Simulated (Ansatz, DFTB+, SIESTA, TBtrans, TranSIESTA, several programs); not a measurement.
# Green-function transport: H2 in line between two Pt chains (relaxed at zero bias, lead layers held), part 2 of 2

Which level of theory is enough for the transmission of H2 in line between two Pt chains (relaxed at zero bias, lead layers held)? The current runs along the third cell vector; the first and last atoms are layers of the leads.

SIESTA 5.4.2, Ansatz 0.2.0, TranSIESTA 5.4.2, TBtrans 5.4.2 and DFTB+ 25.1; PBE, numerical atomic orbitals (DZP), PseudoDojo norm-conserving files converted to PSML; other levels are named step by step (the session's first sound run).

So far, transmission at the Fermi level: step 3 (the same cell by plane waves, PBE) 1.12; step 6 (TBtrans, PBE PseudoDojo norm-conserving, case PBE, DZP) 0.940; step 8 (TBtrans, PBE PseudoDojo norm-conserving, case basis SZ) 0.992. Also open channels of the lead: step 6 4.00.

### 9. The junction as a periodic cell, case GFN1-xTB

This step: GFN1-xTB Hamiltonian of the periodic cell between leads' self-energies (DFTB+ 25.1).

Changed here: GFN1-xTB. A cheaper Hamiltonian on the same geometry shows what the approximation costs. The periodic cell gives self-consistent charges, from which the Hamiltonian is then written out; one principal layer of the lead was run in the same way.

File dftb_in.hsd:

```
Geometry = GenFormat {
  <<< "geo.gen"
}
Hamiltonian = xTB {
  Method = "GFN1-xTB"
  SccTolerance = 1e-06
  MaxSccIterations = 300
  Mixer = Broyden {
    MixingParameter = 0.1
  }
  Filling = Fermi {
    Temperature [K] = 300
  }
  KPointsAndWeights = SupercellFolding {
    1 0 0
    0 1 0
    0 0 2
    0.0 0.0 0.0
  }
}
Options {
  WriteChargesAsText = Yes
}
Analysis {
  MullikenAnalysis = Yes
  PrintForces = Yes
}
ParserOptions {
  ParserVersion = 14
}
```

File geo.gen:

```
14 S
  Pt H
   1 1     4.500000     4.500000     1.200000
   2 1     4.500000     4.500000     3.600000
   3 1     4.500000     4.500000     6.000000
   4 1     4.500000     4.500000     8.400000
   5 1     4.500000     4.500000    10.693250
   6 1     4.500000     4.500000    13.014258
   7 2     4.500000     4.500000    14.631055
   8 2     4.500000     4.500000    15.524544
   9 1     4.500000     4.500000    17.141341
  10 1     4.500000     4.500000    19.462328
  11 1     4.500000     4.500000    21.755600
  12 1     4.500000     4.500000    24.155600
  13 1     4.500000     4.500000    26.555600
  14 1     4.500000     4.500000    28.955600
  0.0 0.0 0.0
  9.000000 0.000000 0.000000
  0.000000 9.000000 0.000000
  0.000000 0.000000 30.155600
```

On the command line:

```sh
> OMP_NUM_THREADS=1 dftb+ > dftb.out
```

Wall time 0.46 s (1 thread of Intel Xeon 6975P-C (Granite Rapids), shared host); peak memory 0.2 GiB.

This step gave:

| Quantity | Value |
| --- | --- |
| Fermi energy | -11.19 eV |

### 10. T(E) at 0 V, case GFN1-xTB

File run.py:

```python
import json, re
import numpy as np
from numpy.linalg import inv, eigh, eigvalsh

Ha = 27.211386
n_lead, slices = 4, [0, 4, 10]      # atoms of a principal layer; first atom of each slice of the device
order = list(range(14))      # atoms of the device by height
energies = np.arange(-2.0125, 2.0125 + 1e-9, 0.025)
eta, temperature, mesh, align = 0.0001, 300, (1, 1), True


def read(path):
    """Blocks (atom, neighbour, cell, matrix) of hamreal1.dat or overreal.dat."""
    words = re.sub(r'#.*', '', open(path).read()).split()
    n = int(words[0])
    norb = [int(w) for w in words[3:1 + 3 * n:3]]
    blocks, i = [], 1 + 3 * n
    while i < len(words):
        a, b, cell = int(words[i]) - 1, int(words[i + 2]) - 1, [int(w) for w in words[i + 3:i + 6]]
        m = np.array(words[i + 6:i + 6 + norb[a] * norb[b]], float).reshape(norb[a], norb[b])
        blocks.append((a, b, cell, m))
        i += 6 + m.size
    return np.r_[0, np.cumsum(norb)], blocks


def matrix(data, k, R):
    """The block between cell 0 and cell R along the current, at wave vector k across it."""
    at, blocks = data
    M = np.zeros((at[-1], at[-1]), complex)
    for a, b, c, m in blocks:
        phase = np.exp(2j * np.pi * (k[0] * c[0] + k[1] * c[1]))
        if c[2] == R:
            M[at[a]:at[a + 1], at[b]:at[b + 1]] += m * phase
        if c[2] == -R and a != b:      # a pair of unlike atoms is listed once
            M[at[b]:at[b + 1], at[a]:at[a + 1]] += m.T * phase.conjugate()
    return M


def fermi_level(folder):
    return float(re.search(r'Fermi level:.*H +(\S+) eV', open(folder + '/detailed.out').read())[1])


def surface(a0, a1):
    es, e, a, b = a0.copy(), a0.copy(), a1[0].copy(), a1[1].copy()
    for _ in range(200):
        g = inv(e)
        ag, bg = a @ g, b @ g
        es, e = es - ag @ b, e - ag @ b - bg @ a
        a, b = -ag @ a, -bg @ b
        if abs(a).max() < 1e-11:
            break
    return inv(es)


files = {f: [read(f'{f}/{x}') for x in ('hamreal1.dat', 'overreal.dat')] for f in ('lead', 'device')}
fermi = fermi_level('device')
at = files['device'][0][0]
cut = [np.concatenate([np.arange(at[a], at[a + 1]) for a in order[i:j]]) for i, j in zip(slices, slices[1:] + [len(order)])]
points = [(i, j) for i in range(mesh[0]) for j in range(mesh[1]) if (i, j) <= (-i % mesh[0], -j % mesh[1])]
weights = [(1 if (i, j) == (-i % mesh[0], -j % mesh[1]) else 2) / (mesh[0] * mesh[1]) for i, j in points]
T, N, top, tail, dropped = np.zeros(len(energies)), np.zeros(len(energies)), np.zeros((3, len(energies))), 0.0, 0.0
for (i, j), w in zip(points, weights):
    k = (i / mesh[0], j / mesh[1])
    H, S = Ha * matrix(files['device'][0], k, 0), matrix(files['device'][1], k, 0)
    (H0, H1, H2), (S0, S1) = [Ha * matrix(files['lead'][0], k, R) for R in range(3)], [matrix(files['lead'][1], k, R) for R in range(2)]
    n = len(H0)
    shift = np.mean(np.diag(H)[:n] - np.diag(H0)).real if align else fermi - fermi_level('lead')
    H0, H1, zero = H0 + shift * S0, H1 + shift * S1, fermi_level('lead') + shift
    tail = max(tail, abs(H2).max())
    dropped = max([dropped] + [abs(H[np.ix_(a, b)]).max() for a, b in zip(cut, cut[2:])])
    for m, e in enumerate(energies):
        z = zero + e + 1j * eta
        a0, up, down = z * S0 - H0, z * S1 - H1, z * S1.conj().T - H1.conj().T
        sl, sr = down @ surface(a0, (down, up)) @ up, up @ surface(a0, (up, down)) @ down
        gl, gr = 1j * (sl - sl.conj().T), 1j * (sr - sr.conj().T)
        A = (zero + e) * S - H
        g = g1 = inv(A[np.ix_(cut[0], cut[0])] - sl)
        for a, b in zip(cut, cut[1:]):
            v = A[np.ix_(a, b)]
            g = inv(A[np.ix_(b, b)] - v.conj().T @ g @ v - (sr if b is cut[-1] else 0))
            g1 = -g1 @ v @ g
        x, u = eigh(gl)
        root = u * np.sqrt(x.clip(0))
        t = eigvalsh(root.conj().T @ g1 @ gr @ g1.conj().T @ root)[::-1].clip(0)
        bulk = inv(a0 - sl - sr)
        T[m] += w * t.sum()
        N[m] += w * np.trace(gl @ bulk @ gr @ bulk.conj().T).real
        top[:, m] += w * t[:3]

print(f'orbitals: device {at[-1]}, principal layer {n}; slices {len(cut)}; k points {len(points)}')
print(f'Fermi level of the device cell {fermi:.4f} eV; shift of the lead {shift:.4f} eV; zero of energy (Fermi level of the lead) {zero:.4f} eV')
print(f'largest element left out: past the next layer of the lead {tail:.1e} eV, between slices {dropped:.1e} eV')
print('  E-E_F (eV)   T (one spin)   channels   three largest eigenchannels')
for row in zip(energies, T, N, *top):
    print('%10.3f  %12.4e  %9.4f  %10.3e %10.3e %10.3e' % row)
kT = 8.617333e-5 * temperature
fine = np.linspace(energies[0], energies[-1], 6001)
y = np.exp(np.interp(fine, energies, np.log(T + 1e-30)))
f = 1 / (1 + np.exp(np.clip(fine / kT, -200, 200)))
G = np.trapezoid(y * f * (1 - f) / kT, fine)
seebeck = -np.trapezoid(y * f * (1 - f) / kT * fine, fine) / (G * temperature) * 1e6
print(f'conductance at {temperature} K: {G:.5g} G0 a cell; thermopower {seebeck:.4g} uV/K')
json.dump(dict(E=energies.tolist(), T=T.tolist(), N=N.tolist(), top=top.tolist(), G=G, seebeck=seebeck, tail=tail, dropped=dropped,
               shift=shift, orbitals=int(at[-1]), lead=n), open('result.json', 'w'))
```

device/dftb_in.hsd, as its differences from dftb_in.hsd of step 9:

```diff
@@ -19,9 +19,7 @@
   }
+  ReadInitialCharges = Yes
 }
 Options {
-  WriteChargesAsText = Yes
-}
-Analysis {
-  MullikenAnalysis = Yes
-  PrintForces = Yes
+  ReadChargesAsText = Yes
+  WriteRealHS = Yes
 }
```

On the command line:

```sh
> (cd lead && OMP_NUM_THREADS=1 dftb+ > dump.out)
> (cd device && OMP_NUM_THREADS=1 dftb+ > dump.out)
> OMP_NUM_THREADS=1 python run.py
```

Wall time 0.87 s (1 thread); peak memory 0.2 GiB.

One spin. The transmission by energy, zero at the Fermi level:

```tsv
energy (eV)	transmission
-1.988	0.264
-1.913	0.357
-1.812	0.330
-1.712	0.267
-1.613	0.239
-1.538	0.423
-1.512	0.380
-1.413	0.277
-1.312	0.235
-1.212	0.199
-1.113	0.168
-1.012	0.146
-0.912	0.134
-0.812	0.131
-0.713	0.132
-0.613	0.136
-0.512	0.139
-0.412	0.142
-0.312	0.145
-0.212	0.149
-0.113	0.153
-0.013	0.160
0.113	0.168
0.212	0.172
0.312	0.173
0.412	0.173
0.512	0.174
0.613	0.182
0.713	0.206
0.762	0.226
0.812	0.197
0.863	0.281
0.912	0.0911
0.988	0.101
1.113	0.112
1.212	0.117
1.288	0.121
1.413	0.126
1.488	0.349
1.587	0.510
1.613	0.510
1.712	0.454
1.788	0.399
1.913	0.327
1.988	0.296
```

The conductance is 0.160 G0, 0.17 times that of the case PBE, DZP. The largest eigenchannels at the Fermi level pass 0.14, 0.017 and 0.0023. The thermopower is negative, since T(E) rises through the Fermi level. By hand: Mott's formula S = −(π²k²T/3e) d ln T/dE has the factor 7.33 µV/K × eV at 300 K; T(−0.05 eV) = 0.1571 and T(+0.05 eV) = 0.1638 give a slope of 0.418 per eV and S ≈ -3.07 µV/K, against -2.98 from the full integral. After the lead is lined up with the cell's end layer, its Fermi level lies 0.11 eV from the cell's own, so the levels' place against the Fermi level is uncertain by about as much.

At the Fermi level the transmission is 0.160.

### 11. The junction as a periodic cell, case GFN2-xTB

This step: GFN2-xTB Hamiltonian of the periodic cell between leads' self-energies (DFTB+ 25.1).

Changed here: GFN2-xTB. A cheaper Hamiltonian on the same geometry shows what the approximation costs.

dftb_in.hsd: that of step 9 with these lines changed.

```diff
@@ -4,3 +4,3 @@
 Hamiltonian = xTB {
-  Method = "GFN1-xTB"
+  Method = "GFN2-xTB"
   SccTolerance = 1e-06
```

geo.gen is that of step 9.

On the command line:

```sh
> OMP_NUM_THREADS=1 dftb+ > dftb.out
```

Run time: 0.96 s. Hardware: 1 thread; peak memory 0.2 GiB.

Numbers from this step:

```
Fermi energy : -8.298 eV
```

### 12. Transmission at zero bias, case GFN2-xTB

run.py is that of step 10.

device/dftb_in.hsd: that of step 10 with these lines changed.

```diff
@@ -4,3 +4,3 @@
 Hamiltonian = xTB {
-  Method = "GFN1-xTB"
+  Method = "GFN2-xTB"
   SccTolerance = 1e-06
```

On the command line:

```sh
> (cd lead && OMP_NUM_THREADS=1 dftb+ > dump.out)
> (cd device && OMP_NUM_THREADS=1 dftb+ > dump.out)
> OMP_NUM_THREADS=1 python run.py
```

The job ended after 0.85 s (1 thread; peak memory 0.2 GiB).

One spin. Transmission against energy, zero at the Fermi level:

```tsv
energy (eV)	transmission
-1.988	0.313
-1.913	0.312
-1.812	0.309
-1.712	0.309
-1.613	0.312
-1.512	0.320
-1.413	0.338
-1.312	0.371
-1.212	0.447
-1.113	0.832
-1.087	0.981
-1.012	0.0331
-0.912	0.0921
-0.812	0.739
-0.787	1.02
-0.713	0.999
-0.613	0.846
-0.512	0.616
-0.412	0.515
-0.312	0.404
-0.212	0.366
-0.113	0.575
-0.037	0.677
-0.013	0.604
0.113	0.641
0.212	0.692
0.312	0.713
0.412	0.723
0.512	0.726
0.613	0.728
0.713	0.728
0.812	0.727
0.912	0.727
0.988	0.727
1.113	0.727
1.212	0.728
1.288	0.730
1.413	0.732
1.488	0.734
1.613	0.738
1.712	0.742
1.788	0.745
1.913	0.750
1.988	0.753
```

The conductance is 0.576 G0, 0.61 times that of the case PBE, DZP. At the Fermi level one eigenchannel carries it, with T = 0.53.

### 13. Levels compared

This step: transmission of one junction over levels of basis, functional and code, with cost (several programs post-processed).

The levels are set side by side. They share one geometry, unless a row names other leads, so they differ by the settings that each row names.

Times from shared hosts. Ladder, by row:

```tsv
level	program	T at E_F, sum over listed spins	conductance (G0)	r.m.s. of T(E) from the first row	core-minutes, all zero-bias steps
plane waves	Ansatz	1.125	-	0	3.74
PBE, DZP	TBtrans	0.94	0.9412	0.1243	1.23
basis SZ	TBtrans	0.9921	0.9919	0.117	0.89
GFN1-xTB	DFTB+	0.1604	0.1604	0.7853	0.02
GFN2-xTB	DFTB+	0.5293	0.576	0.4747	0.03
```

1e-10 stands for smaller values and for energies where a level's lead has no channel. Table of transmission by energy, zero at the Fermi level:

```tsv
energy (eV)	plane waves	PBE, DZP	basis SZ	GFN1-xTB	GFN2-xTB
-2.000	1.02	1.00	0.987	0.205	0.313
-1.800	1.03	1.02	0.970	0.323	0.309
-1.600	0.968	1.03	0.956	0.249	0.312
-1.550	0.998	1.04	0.954	0.368	0.316
-1.400	0.996	1.04	0.951	0.271	0.341
-1.200	0.969	1.04	0.962	0.195	0.466
-1.000	0.944	1.04	0.987	0.144	0.0516
-0.800	0.953	1.02	1.00	0.131	0.882
-0.750	0.962	1.01	1.00	0.132	0.979
-0.600	0.991	0.977	0.996	0.136	0.809
-0.450	1.71	0.937	0.983	0.141	0.548
-0.400	1.03	0.927	0.980	0.143	0.503
-0.200	1.07	0.911	0.980	0.149	0.383
0.000	1.12	0.940	0.992	0.160	0.529
0.100	1.14	0.970	0.999	0.167	0.629
0.200	1.04	1.01	0.561	0.172	0.687
0.300	0.879	1.09	0.916	0.173	0.711
0.400	0.879	0.693	0.979	0.173	0.722
0.600	0.912	0.921	1.00	0.181	0.728
0.700	0.899	1.07	1.01	0.202	0.728
0.800	0.892	0.872	0.991	0.167	0.727
1.000	0.914	0.936	0.979	0.103	0.727
1.200	0.936	0.972	0.970	0.117	0.728
1.400	0.953	0.990	0.965	0.126	0.732
1.600	0.967	0.998	0.962	0.510	0.738
1.800	0.977	1.000	0.963	0.391	0.745
2.000	0.985	0.999	0.965	0.292	0.753
```

### 14. Summary of results

| Quantity | Value |
| --- | --- |
| conductance, PBE, DZP | 0.941 G₀ |
| conductance, basis SZ | 0.992 G₀ |
| conductance, GFN1-xTB | 0.160 G₀ |
| conductance, GFN2-xTB | 0.576 G₀ |
| largest force component left on a free atom in the relaxation shown, at its settings | 0.0312 eV/Å |

What this shows: GFN2-xTB (0.35 eV) needed a shift of over 0.3 eV to line the lead's levels up with the cell's. The conductance is 0.941 G0 by PBE, DZP and spans 0.160 (GFN1-xTB) to 0.992 G0 (basis SZ) over the 4 levels of the ladder counted here; side tests aren't counted. So the choice decides the result. In the case PBE, DZP the junction passes 24 % of what the lead's channels allow. Among rungs that give a conductance the cost spans 0.02 to 1.2 core-minutes on shared hosts, where costs within about 30 % count as alike and the number of cycles enters too; among the ladder's rungs the cheapest within 10 % of the conductance by PBE, DZP is basis SZ, a match at the Fermi level that need not hold over the whole curve. Plane waves give T(E_F) = 1.12 against 0.940 by PBE, DZP, a ratio of 0.84; the plane-wave run is a periodic cell with wider smearing, so basis and boundary both enter. No spin polarisation was allowed, although thin structures of Pt can carry moments. A band edge of the lead lies within 0.04 eV of the Fermi level in the case GFN2-xTB, so small shifts move those values. The plane-wave run warns that its end layers differ from a bulk lead by over 25 meV. The leads are evenly spaced chains of single atoms, an idealisation: real ones can dimerise or buckle, and some carry moments. The tight-binding rungs are rough beside density functional theory. Spin-orbit coupling is left out. Of the session's 15 records, 3 are not shown: repeated electrode runs and relaxations, cycles of the same form as earlier ones, some side tests of settings, or summaries that rest on unsound runs.

[Logs are printed without paths, hosts, clocks, repeated set-up lines and the standing remarks that a program may print on its own settings, such as how far it seeks lower states.]

[Hosts, paths, dates, database ids (printed as entryN), source tags and the programs' standing remarks are cut or masked in the printed files.]
